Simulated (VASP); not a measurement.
# TiAl: input slips in a relaxation and what they do, part 2 of 2

Some relaxations of TiAl get a fault in the input on purpose. Which of them show, and how? The starting structure is a computed structure from the Materials Project. The first relaxation on each setting starts from this cell expanded by 3 % in volume.

VASP 6.6.1.

Results so far: reference 15.70 Å³ an atom; an ionic step far too long 15.71 Å³ an atom; a leftover external pressure of 100 kbar 14.61 Å³ an atom.

### 5. Relaxation with a loose electronic threshold

Level of this step: PBEsol; plane waves and PAW (Ti_sv, Al) (VASP).

A slip made on purpose: a loose electronic threshold. Against step 2 the input has EDIFF = 0.01 (also changed: NELM and NSW).

Contents of INCAR:

```
SYSTEM = TiAl
PREC = Accurate
ENCUT = 450
EDIFF = 0.01
NELM = 60
ISMEAR = 1
SIGMA = 0.15
LREAL = .FALSE.
ALGO = Normal
GGA = PS
NBANDS = 13
LASPH = .TRUE.
LORBIT = 11
LWAVE = .FALSE.
LCHARG = .FALSE.
KPAR = 4
IBRION = 2
NSW = 30
ISIF = 3
EDIFFG = -0.006
```

Contents of POSCAR:

```
TiAl
1.0
    3.2105419283      0.0000000000      0.0000000000
    0.0000000000      3.2105419283      0.0000000000
    0.0000000000      0.0000000000      3.2105419283
Ti Al
1 1
Direct
    0.0000000000      0.0000000000      0.0000000000
    0.5000000000      0.5000000000      0.5000000000
```

Contents of KPOINTS:

```
Automatic mesh
0
Gamma
14 14 14
0 0 0
```

The projector-augmented-wave data sets are Ti_sv and Al (PBE family, release 64).

Run with:

```sh
$ mpirun -np 4 vasp_std
```

The program printed:

```text
[... set-up lines as in an earlier step ...]
 entering main loop
       N       E                     dE             d eps       ncg     rms          rms(c)
[... 8 cycles as in an earlier step ...]
DAV:   9    -0.129388471921E+02    0.36977E-02   -0.16439E-02  3620   0.174E+00
   1 F= -.12938847E+02 E0= -.12938689E+02  d E =-.129388E+02
[... from here on, the cycles between the ionic steps are left out ...]
   2 F= -.12909055E+02 E0= -.12908563E+02  d E =0.297924E-01
   3 F= -.12967960E+02 E0= -.12967635E+02  d E =-.291132E-01
   4 F= -.12968353E+02 E0= -.12968088E+02  d E =-.295060E-01
   5 F= -.12957442E+02 E0= -.12957260E+02  d E =-.185946E-01
   6 F= -.12954245E+02 E0= -.12954073E+02  d E =-.153977E-01
   7 F= -.12960305E+02 E0= -.12960063E+02  d E =-.214574E-01
   8 F= -.12960875E+02 E0= -.12960629E+02  d E =-.220278E-01
   9 F= -.12965485E+02 E0= -.12965182E+02  d E =-.461027E-02
  10 F= -.12958866E+02 E0= -.12958453E+02  d E =0.200905E-02
  11 F= -.12863708E+02 E0= -.12863182E+02  d E =0.971674E-01
  12 F= -.12958696E+02 E0= -.12958315E+02  d E =0.217907E-02
  13 F= -.12962931E+02 E0= -.12962579E+02  d E =-.205645E-02
  14 F= -.12964007E+02 E0= -.12963658E+02  d E =-.313225E-02
  15 F= -.12967079E+02 E0= -.12966800E+02  d E =-.307186E-02
  16 F= -.12966462E+02 E0= -.12966114E+02  d E =-.245477E-02
  17 F= -.12966960E+02 E0= -.12966622E+02  d E =-.295246E-02
  18 F= -.12968054E+02 E0= -.12967751E+02  d E =-.109446E-02
  19 F= -.12968088E+02 E0= -.12967763E+02  d E =-.112853E-02
  20 F= -.12968393E+02 E0= -.12968072E+02  d E =-.143347E-02
  21 F= -.12968798E+02 E0= -.12968492E+02  d E =-.183787E-02
  22 F= -.12968934E+02 E0= -.12968624E+02  d E =-.197426E-02
  23 F= -.12969179E+02 E0= -.12968884E+02  d E =-.221969E-02
[...]
reached required accuracy - stopping structural energy minimisation
```

Wall time 2.7 min (4 MPI ranks of AMD EPYC 7R43, shared host); peak memory 0.58 GiB; 11 min of CPU time.

OUTCAR, selected parts (step 5):

```text
  Total        0.0037013      0.0037013      0.0037013     -0.0000000     -0.0000000     -0.0000000
  in kB        0.1894350      0.1894350      0.1894350     -0.0000000     -0.0000000     -0.0000000
  external PRESSURE =       0.1894350 kB  Pullay stress =       0.0000000 kB

 POSITION                                       TOTAL-FORCE (eV/Angst)
 -----------------------------------------------------------------------------------
      3.15164      0.00000     -0.00000         0.000000      0.000000     -0.000000
      1.57582      1.57582      1.57582        -0.000000     -0.000000      0.000000
 -----------------------------------------------------------------------------------
    total drift:                                0.000000      0.000000     -0.000000

  FREE ENERGIE OF THE ION-ELECTRON SYSTEM (eV)
  ---------------------------------------------------
  free  energy   TOTEN  =       -12.9691794073 eV

  energy  without entropy=      -12.9682929206  energy(sigma->0) =      -12.96888391

[... 2 parts as in an earlier step ...]

[... 2 further parts left out ...]
[key lines of the parts left out:]
E-fermi :   8.9647
```

Logs of long relaxations may skip ionic steps without a mark.

With a loose electronic threshold the cell ends at 15.652 Å³ an atom, -0.32 % from the reference.

### 6. Relaxation with too few electronic steps

A slip made on purpose: too few electronic steps. Against step 2 the input has NELM = 4 (also changed: NSW).

Edit INCAR of step 5 so:

```diff
@@ -3,4 +3,4 @@
 ENCUT = 450
-EDIFF = 0.01
-NELM = 60
+EDIFF = 1E-06
+NELM = 4
 ISMEAR = 1
```

POSCAR is that of step 5.

KPOINTS is that of step 5.

Run with:

```sh
$ mpirun -np 4 vasp_std
```

The program printed:

```text
[... set-up lines as in an earlier step ...]
 entering main loop
       N       E                     dE             d eps       ncg     rms          rms(c)
[... 4 cycles as in an earlier step ...]
 -----------------------------------------------------------------------------
|                                                                             |
|           W    W    AA    RRRRR   N    N  II  N    N   GGGG   !!!           |
|           W    W   A  A   R    R  NN   N  II  NN   N  G    G  !!!           |
|           W    W  A    A  R    R  N N  N  II  N N  N  G       !!!           |
|           W WW W  AAAAAA  RRRRR   N  N N  II  N  N N  G  GGG   !            |
|           WW  WW  A    A  R   R   N   NN  II  N   NN  G    G                |
|           W    W  A    A  R    R  N    N  II  N    N   GGGG   !!!           |
|                                                                             |
|     The electronic self-consistency was not achieved in the given           |
|     number of steps (NELM). The forces and other quantities evaluated       |
[...]
|     EEEEEEE  R     R  R     R  OOOOOOO  R     R     ###     ###     ###     |
|                                                                             |
|     Orbital orthonormalization failed in the inversion of matrix            |
|     LAPACK: Routine ZPOTRF failed! kpoint: 65 spin: 1                       |
|                                                                             |
|     Possible solutions for this issue are:                                  |
|     - Please check whether the atoms are too close to each other.           |
|     - Decreasing POTIM might help during relaxations or MDs.                |
|     - Deleting CHGCAR or WAVECAR if incompatible with the structure.        |
|     - Try calculating without symmetrizing (ISYM = 0 or ISYM = -1).         |
|     - As last resort: using a different PAW for some of the atoms.          |
|                                                                             |
|       ---->  I REFUSE TO CONTINUE WITH THIS SICK JOB ... BYE!!! <----       |
|                                                                             |
 -----------------------------------------------------------------------------

Abort(1) on node <host> (rank 0 in comm 0): application called MPI_Abort(MPI_COMM_WORLD, 1) - process 0
```

Wall time 39 s (4 MPI ranks).

VASP stopped with this message: “Orbital orthonormalization failed in the inversion of matrix LAPACK: Routine ZPOTRF failed! kpoint: 65 spin: 1”.

### 7. Comparison

```csv
run,ended,volume (Å³/atom),change (%),pressure left (GPa),core minutes
reference,converged,15.703,-,0.02,6.33
an ionic step far too long,converged,15.709,0.04,0.02,6.4
a leftover external pressure of 100 kbar,converged,14.61,-6.96,9.96,5.53
a loose electronic threshold,converged,15.652,-0.32,0.02,10.7
too few electronic steps,stopped by VASP,-,-,-,2.6
```

Core minutes are wall time times ranks, summed over the relaxations behind a row (those for a bulk modulus apart), on shared hosts.

### 8. Summary of results

```json
{"volume of the reference": "15.70 Å³/atom", "volume against the reference, an ionic step far too long": "+0.04 %", "volume against the reference, a leftover external pressure of 100 kbar": "-6.96 %", "volume against the reference, a loose electronic threshold": "-0.32 %", "run with too few electronic steps": "stopped by VASP"}
```

**Reading.** VASP stopped by itself in the run with too few electronic steps. Finished, but with signs in the output that stand out against the reference: an ionic step far too long, with the volume changed by less than 0.1 % (signs: an energy that rises by up to 0.6 eV an atom on the way); a leftover external pressure of 100 kbar, with the volume changed by -7.0 % (signs: the Pulay stress that OUTCAR prints, which here is the typed pressure); a loose electronic threshold, with the volume changed by -0.3 % (signs: -8.0 GPa at the first ionic step (of the first relaxations, not shown; reference: -5.6 GPa)). The reference was restarted once and the runs with a slip weren't, so their cells may not have settled fully. Further runs on this material are not shown.

[Lines on the potential files, build, host, timing and source positions are cut from VASP's logs without a mark.]

[Logs are printed without paths, hosts, clocks, repeated set-up lines and the standing remarks that a program may print on its own settings, such as how far it seeks lower states.]

[Hosts, paths, dates, database ids (printed as entryN), source tags and the programs' standing remarks are cut or masked in the printed files.]
